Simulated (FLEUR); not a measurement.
# Ta (Im-3m) in FLEUR: notebook, part 2 of 3

FLEUR MaX-R8.1 (later development tree).

### 3 Equation of state, Wu-Cohen GGA, 16.93 Å³/atom (volume scaled by 0.94)

inp.xml

```xml
<?xml version="1.0" encoding="UTF-8" standalone="no"?>
<fleurInput fleurInputVersion="0.39">
   <comment>
      Ta                                                                                                  
   </comment>
   <calculationSetup>
      <cutoffs Kmax="4.1" Gmax="12.7" GmaxXC="12.7" numbands="0"/>
      <scfLoop itmax="60" minDistance="0.00001" maxIterBroyd="15" imix="Anderson" alpha="0.05" precondParam="0.0" spinf="2.0" sdNocoIR="T"/>
      <coreElectrons ctail="T" frcor="F" kcrel="0" coretail_lmax="0"/>
      <xcFunctional name="wc" relativisticCorrections="F"/>
      <magnetism jspins="1"/>
      <soc l_soc="F" theta="0.0" phi="0.0" spav="F"/>
      <expertModes spex="0" secvar="F"/>
      <geometryOptimization l_f="F" forcealpha="1.0" forcemix="BFGS" epsdisp="0.00001" epsforce="0.00001"/>
      <ldaU l_linMix="F" mixParam="0.05" spinf="1.0"/>
   </calculationSetup>
   <cell>
      <bzIntegration valenceElectrons="27.0" mode="hist" fermiSmearingEnergy="0.00183747">
         <kPointListSelection listName="default-1"/>
         <!-- k-points included here -->
         <xi:include xmlns:xi="http://www.w3.org/2001/XInclude" href="kpts.xml"> </xi:include>
      </bzIntegration>
      <!-- symmetry operations included here -->
      <xi:include xmlns:xi="http://www.w3.org/2001/XInclude" href="sym.xml"> </xi:include>
      <bulkLattice scale="0.9795861087">
         <bravaisMatrix>
            <row-1>   -3.1204669550294879     3.1204669550294879     3.1204669550294879</row-1>
            <row-2>    3.1204669550294879    -3.1204669550294879     3.1204669550294879</row-2>
            <row-3>    3.1204669550294879     3.1204669550294879    -3.1204669550294879</row-3>
         </bravaisMatrix>
      </bulkLattice>
   </cell>
   <atomSpecies>
      <species name="Tantalum (Ta)" element="Ta" atomicNumber="73">
         <mtSphere radius="2.45" gridPoints="827" logIncrement="0.016"/>
         <atomicCutoffs lmax="10" lnonsphr="8"/>
         <electronConfig flipSpins="F">
            <coreConfig>(1s1/2) (2s1/2) (2p1/2) (2p3/2) (3s1/2) (3p1/2) (3p3/2) (4s1/2) (3d3/2) (3d5/2) (4p1/2) (4p3/2) (4d3/2) (4d5/2)</coreConfig>
            <valenceConfig>(5s1/2) (5p1/2) (5p3/2) (6s1/2) (4f5/2) (4f7/2) (5d3/2) (5d5/2)</valenceConfig>
            <stateOccupation state="(5d3/2)" spinUp="0.600000" spinDown="0.600000"/>
            <stateOccupation state="(5d5/2)" spinUp="0.900000" spinDown="0.900000"/>
         </electronConfig>
         <energyParameters s="6" p="6" d="5" f="4"/>
         <lo type="SCLO" l="0" n="5" eDeriv="0"/>
         <lo type="SCLO" l="1" n="5" eDeriv="0"/>
         <lo type="SCLO" l="2" n="5" eDeriv="2"/>
         <lo type="SCLO" l="3" n="4" eDeriv="2"/>
      </species>
   </atomSpecies>
   <atomGroups>
      <atomGroup species="Tantalum (Ta)">
         <relPos label="                   1">.0000000000 .0000000000 .0000000000</relPos>
         <force calculate="T" relaxXYZ="TTT"/>
      </atomGroup>
   </atomGroups>
   <output dos="F" band="F" slice="F">
      <checks vchk="F" cdinf="F"/>
      <bandDOS minEnergy="-.5*Htr" maxEnergy="0.5*Htr" sigma="0.015" storeEVData="T"/>
      <vacuumDOS vacdos="F" integ="F" star="F" nstars="0" locx1="0.0" locy1="0.0" locx2="0.0" locy2="0.0" nstm="0" tworkf="0.0"/>
      <unfoldingBand unfoldBand="F" supercellX="1" supercellY="1" supercellZ="1"/>
      <plotting iplot="0" polar="F">
         <plot TwoD="T" vec1="  1.0  0.0  0.0" vec2="  0.0  1.0  0.0" vec3="  0.0  0.0  1.0" zero="  0.0  0.0  0.0" file="plot"/>
      </plotting>
      <chargeDensitySlicing numkpt="0" minEigenval="0.0" maxEigenval="0.0" nnne="0" pallst="F"/>
      <specialOutput eonly="F"/>
      <moessbauerParams electricFieldGradient="T" isomerShift="T" coreHyperfine="T" valenceHyperfine="T"/>
      <magneticCircularDichroism mcd="F" energyLo="-10.0" energyUp="0.0"/>
   </output>
  <!-- We include the file relax.xml here to enable relaxations (see documentation) -->
  <xi:include xmlns:xi="http://www.w3.org/2001/XInclude" href="relax.xml"> <xi:fallback/> </xi:include>
</fleurInput>
```

Potentials or basis: all-electron, FLAPW.

Launch:

```console
$ inpgen -f crystal.txt -profile fastHighL
$ # inp.xml edited to the form shown
$ fleur_MPI
```

Output:

```text
Welcome to FLEUR        (www.flapw.de)
      MaX-Release 8.1          (www.max-centre.eu)

 ========== k-point set info ==========
 Selected k-point list: default-1
 k-point list type: mesh
 11 x 11 x 11
 Number of k points: 56

 ------------Calculation Setup---------------------------
 Number of MPI-tasks      :            1
 Number of PE/node        :            1
 Number of OMP-threads    :            1
 Most efficient MPI parallelization for:
           1           2           4           7           8          14          28          56
 Additional eigenvalue parallelization possible
 Number of basis functions:          170
 Approximate size of matrices (H+S) per k-point:         0.000 GB
 --------------------------------------------------------
 Iteration:     1   Distance:      11.30404620 me/bohr^3
 Iteration:     2   Distance:      10.16987175 me/bohr^3
 Iteration:     3   Distance:       5.29350124 me/bohr^3
 Iteration:     4   Distance:       1.21037378 me/bohr^3
 Iteration:     5   Distance:       1.08540260 me/bohr^3
 Iteration:     6   Distance:       0.20020613 me/bohr^3
 Iteration:     7   Distance:       0.20898557 me/bohr^3
 Iteration:     8   Distance:       0.02479494 me/bohr^3
 Iteration:     9   Distance:       0.00290933 me/bohr^3
 Iteration:    10   Distance:       0.00251360 me/bohr^3
 Iteration:    11   Distance:       0.00006519 me/bohr^3
 Iteration:    12   Distance:       0.00005747 me/bohr^3
 Iteration:    13   Distance:       0.00000225 me/bohr^3

 ********************************************************************
 Run finished successfully
 Stop message:
   all done
 ********************************************************************
```

out.xml (last iteration):

```text
<iteration numberForCurrentRun="   13" overallNumber="   13">
         <energyParameters units="Htr">
            <atomicEP atomType="1" spin="1" branch="6s" branchLowest="-1.87" branchHighest="2.43" value="0.3555338091"/>
            <atomicEP atomType="1" spin="1" branch="6p" branchLowest="-0.56" branchHighest="3.40" value="0.4876300726"/>
            <atomicEP atomType="1" spin="1" branch="5d" branchLowest="-7.36" branchHighest="1.13" value="0.5171531228"/>
            <atomicEP atomType="1" spin="1" branch="4f" branchLowest="-9.99" branchHighest="-0.12" value="-0.0918133014"/>
            <loAtomicEP atomType="1" spin="1" branch="5s" branchLowest="-19.03" branchHighest="-1.87" value="-1.8939286731"/>
            <loAtomicEP atomType="1" spin="1" branch="5p" branchLowest="-13.91" branchHighest="-0.56" value="-0.6878026195"/>
            <loAtomicEP atomType="1" spin="1" branch="5d" branchLowest="-7.36" branchHighest="1.13" value="0.5140978463"/>
            <loAtomicEP atomType="1" spin="1" branch="4f" branchLowest="-9.99" branchHighest="-0.12" value="-0.1160988818"/>
         </energyParameters>
         <eigenvalues>
            <eigenvaluesAt spin="1" ikpt="1" k_x="0.00000000" k_y="0.00000000" k_z="0.00000000">
                      -1.8992660346       -0.6430849746       -0.6430849746       -0.6430849746       -0.1242127634
                      -0.1242127634       -0.1242127634       -0.1217510813       -0.1217510813       -0.1217510813
                      -0.1196506005        0.2621667198        0.5864600431        0.5864600431        0.5864600431
                       0.7148810464        0.7148810464        1.1099781448        1.1099781448        1.1099781448
                       1.5535671033
            </eigenvaluesAt>
            <eigenvaluesAt spin="1" ikpt="2" k_x="0.00000000" k_y="0.00000000" k_z="0.09090909">
                      -1.8988261443       -0.6476999039       -0.6444847432       -0.6431188482       -0.1241393150
                      -0.1240507700       -0.1240349473       -0.1219186617       -0.1218103542       -0.1218055670
                      -0.1198683985        0.2766565699        0.5771283996        0.5833703708        0.6009045293
                       0.7007250577        0.7149298211        1.1228794115        1.1347841160        1.1482204654
                       1.4558878392
            </eigenvaluesAt>
            <eigenvaluesAt spin="1" ikpt="3" k_x="0.00000000" k_y="0.00000000" k_z="0.18181818">
                      -1.8976413289       -0.6596965022       -0.6481974651       -0.6432095470       -0.1239719910
                      -0.1236122640       -0.1235673616       -0.1223185391       -0.1220469237       -0.1219057808
                      -0.1203392339        0.3153729727        0.5546367015        0.5688203265        0.6429544080
                       0.6870592810        0.7171098733        1.1429203147        1.2033676255        1.2167176469
                       1.3659450889
            </eigenvaluesAt>
            <eigenvaluesAt spin="1" ikpt="4" k_x="0.00000000" k_y="0.00000000" k_z="0.27272727">
                      -1.8960798274       -0.6746536245       -0.6529702062       -0.6433325318       -0.1238406139
                      -0.1232059013       -0.1230242145       -0.1225434175       -0.1225137193       -0.1219454719
                      -0.1206980259        0.3616009330        0.5292874573        0.5547149036        0.6959367724
                       0.7085356959        0.7248044486        1.1137892612        1.1862888580        1.3042149159
                       1.3760440139
            </eigenvaluesAt>
         </eigenvalues>
         <bandgap value="0.1125695141" units="eV"/>
         <sumValenceSingleParticleEnergies value="-7.1047255719" units="Htr"/>
         <FermiEnergy value="0.5607169036" units="Htr"/>
         <valenceDensity>
            <mtCharges spin="1">
               <mtCharge atomType="1" total="24.8436525" s="2.3442270" p="6.1334985" d="2.3474213" f="14.0119423"/>
            </mtCharges>
            <spinDependentCharge spin="1" total="27.0000000" interstitial="2.1563475" mtSpheres="24.8436525"/>
            <totalCharge value="27.0000000000"/>
         </valenceDensity>
         <coreStates atomType="     1" atomicNumber=" 73" spin="1" kinEnergy="  16951.0095812795" eigValSum="  -9536.5441605745" lostElectrons=" 0.000003">
            <state n="1" l="0" j="0.5" energy="-2471.4903650633" weight="1.0000000000"/>
            <state n="2" l="0" j="0.5" energy="-423.6953717111" weight="1.0000000000"/>
            <state n="2" l="1" j="0.5" energy="-404.9014528969" weight="1.0000000000"/>
            <state n="2" l="1" j="1.5" energy="-358.2131984471" weight="2.0000000000"/>
            <state n="3" l="0" j="0.5" energy="-96.4494161174" weight="1.0000000000"/>
            <state n="3" l="1" j="0.5" energy="-88.0969434956" weight="1.0000000000"/>
            <state n="3" l="1" j="1.5" energy="-78.0463083112" weight="2.0000000000"/>
            <state n="4" l="0" j="0.5" energy="-19.0343814768" weight="1.0000000000"/>
            <state n="3" l="2" j="1.5" energy="-63.9390248737" weight="2.0000000000"/>
            <state n="3" l="2" j="2.5" energy="-61.7500441085" weight="3.0000000000"/>
            <state n="4" l="1" j="0.5" energy="-15.5916371781" weight="1.0000000000"/>
            <state n="4" l="1" j="1.5" energy="-13.2753404663" weight="2.0000000000"/>
            <state n="4" l="2" j="1.5" energy="-7.6181740278" weight="2.0000000000"/>
            <state n="4" l="2" j="2.5" energy="-7.1927625900" weight="3.0000000000"/>
         </coreStates>
         <allElectronCharges>
            <spinDependentCharge spin="1" total="73.0000000" interstitial="2.1563503" mtSpheres="70.8436497"/>
            <totalCharge value="72.9999999988"/>
         </allElectronCharges>
         <moessbauerParams unitsHFF="kG" unitsIS="e/bohr^3" unitsEFG="Htr/bohr^2">
            <coreIsomerShift atomType="1" isTotal="1393771.12980">
               <shell n="1" l="0" isomerShift="1168807.84527"/>
               <shell n="2" l="0" isomerShift="165864.38366"/>
               <shell n="2" l="1" isomerShift="9785.03065"/>
               <shell n="3" l="0" isomerShift="37134.49816"/>
               <shell n="3" l="1" isomerShift="2445.60926"/>
               <shell n="4" l="0" isomerShift="9145.71924"/>
               <shell n="3" l="2" isomerShift="0.00094"/>
               <shell n="4" l="1" isomerShift="588.04239"/>
               <shell n="4" l="2" isomerShift="0.00023"/>
            </coreIsomerShift>
            <isomerShift atomType="1" nucleusRadius="0.0001336" averageDensity="1395426.23750"/>
            <electricFieldGradient atomType="1" VXX="0.00000" VYY="0.00000" VZZ="0.00000" asymParam="0.00000">
            </electricFieldGradient>
         </moessbauerParams>
         <totalEnergy                                    value="   -15625.0191768772" units="Htr">
            <sumOfEigenvalues                            value="    -9543.6488861464">
               <coreElectrons value="-9536.5441605745"/>
               <valenceElectrons value="-7.1047255719"/>
            </sumOfEigenvalues>
            <densityCoulombPotentialIntegral value="-26670.4623327115"/>
            <densityEffectivePotentialIntegral value="-27085.8204134528"/>
            <chargeDenXCDenIntegral value="-316.5763303633"/>
            <FockExchangeEnergyValence value="0.0000000000"/>
            <FockExchangeEnergyCore value="0.0000000000"/>
            <atomTypeDependentContributions atomType="1">
               <electronNucleiInteractionDifferentMTs value="19466.5816999497"/>
               <MadelungTerm value="-48.8015075149"/>
            </atomTypeDependentContributions>
            <tkbTimesEntropy value="0.0002378948"/>
            <freeEnergy value="-15625.0194147720"/>
            <extrapolationTo0K value="-15625.0192958246"/>
         </totalEnergy>
         <densityConvergence units="me/bohr^3">
            <chargeDensity spin="1" distance="0.0000022547"/>
         </densityConvergence>
      </iteration>
```

It took 12 s on 1 thread of Intel Xeon Platinum 8488C (Sapphire Rapids), shared host; peak memory 0.08 GiB.

Results:

| Property | Result |
| --- | --- |
| Free energy | -425178.4384 eV |
| Band gap on the k mesh | none (metal or under the smearing width) |
| Valence electrons inside the program's atomic spheres | Ta 24.84 (radii Ta 2.45 bohr) |

### 4 Equation of state, Wu-Cohen GGA, 17.29 Å³/atom (volume scaled by 0.96)

Changes to inp.xml since step 3:

```diff
@@ -24,3 +24,3 @@
       <xi:include xmlns:xi="http://www.w3.org/2001/XInclude" href="sym.xml"> </xi:include>
-      <bulkLattice scale="0.9795861087">
+      <bulkLattice scale="0.9864848297">
          <bravaisMatrix>
```

Launch:

```console
$ inpgen -f crystal.txt -profile fastHighL
$ # inp.xml edited to the form shown
$ fleur_MPI
```

It took 12 s on 1 thread of Intel Xeon Platinum 8488C (Sapphire Rapids), shared host; peak memory 0.08 GiB.

Results (log left out):

```
Free energy                                           : -425178.4561 eV
Band gap on the k mesh                                : none (metal or under the smearing width)
Valence electrons inside the program's atomic spheres : Ta 24.80 (radii Ta 2.45 bohr)
```

### 5 Equation of state, Wu-Cohen GGA, 18.01 Å³/atom

Changes to inp.xml since step 4:

```diff
@@ -24,3 +24,3 @@
       <xi:include xmlns:xi="http://www.w3.org/2001/XInclude" href="sym.xml"> </xi:include>
-      <bulkLattice scale="0.9864848297">
+      <bulkLattice scale="1.0000000000">
          <bravaisMatrix>
```

Launch:

```console
$ inpgen -f crystal.txt -profile fastHighL
$ # inp.xml edited to the form shown
$ fleur_MPI
```

Run time: 14 s. Hardware: 1 thread of Intel Xeon Platinum 8488C (Sapphire Rapids), shared host; peak memory 0.08 GiB.

It converged, with:

```yaml
Free_energy: -425178.4595 eV
Band_gap_on_the_k_mesh: none (metal or under the smearing width)
Valence_electrons_inside_the_program's_atomic_spheres: Ta 24.72 (radii Ta 2.45 bohr)
```

### 6 Equation of state, Wu-Cohen GGA, 18.73 Å³/atom (volume scaled by 1.04)

Changes to inp.xml since step 5:

```diff
@@ -24,3 +24,3 @@
       <xi:include xmlns:xi="http://www.w3.org/2001/XInclude" href="sym.xml"> </xi:include>
-      <bulkLattice scale="1.0000000000">
+      <bulkLattice scale="1.0131594038">
          <bravaisMatrix>
```

Potentials or basis: all-electron, FLAPW.

Launch:

```console
$ inpgen -f crystal.txt -profile fastHighL
$ # inp.xml edited to the form shown
$ fleur_MPI
```

It took 12 s on 1 thread of Intel Xeon Platinum 8488C (Sapphire Rapids), shared host; peak memory 0.08 GiB.

The run converged. Its results:

```yaml
Free_energy: -425178.4275 eV
Band_gap_on_the_k_mesh: none (metal or under the smearing width)
Valence_electrons_inside_the_program's_atomic_spheres: Ta 24.65 (radii Ta 2.45 bohr)
```

### 7 Equation of state, Wu-Cohen GGA, 19.09 Å³/atom (volume scaled by 1.06)

Changes to inp.xml since step 6:

```diff
@@ -24,3 +24,3 @@
       <xi:include xmlns:xi="http://www.w3.org/2001/XInclude" href="sym.xml"> </xi:include>
-      <bulkLattice scale="1.0131594038">
+      <bulkLattice scale="1.0196128224">
          <bravaisMatrix>
```

Launch:

```console
$ inpgen -f crystal.txt -profile fastHighL
$ # inp.xml edited to the form shown
$ fleur_MPI
```

It took 12 s on 1 thread of Intel Xeon Platinum 8488C (Sapphire Rapids), shared host; peak memory 0.08 GiB.

Results (log left out):

* Free energy: -425178.4005 eV
* Band gap on the k mesh: none (metal or under the smearing width)
* Valence electrons inside the program's atomic spheres: Ta 24.62 (radii Ta 2.45 bohr)

### 8 Equation of state, Wu-Cohen GGA

Potentials or basis: all-electron, FLAPW.

This step only gathers the single runs of the series.

Results:

```
Equilibrium volume                      : 17.71 Å³/atom
Bulk modulus                            : 212 GPa
Pressure derivative of the bulk modulus : 4.5 (rough: it moves with the points fitted)
```

Energy against volume, from the lowest point:
```csv
volume (Å³/atom),energy (meV/atom)
16.930,21.08
17.290,3.41
18.010,0.00
18.731,32.00
19.091,59.00
```

Spin-orbit coupling is left out, which matters for the levels of Ta.

(Part 2 of 3 ends here.)
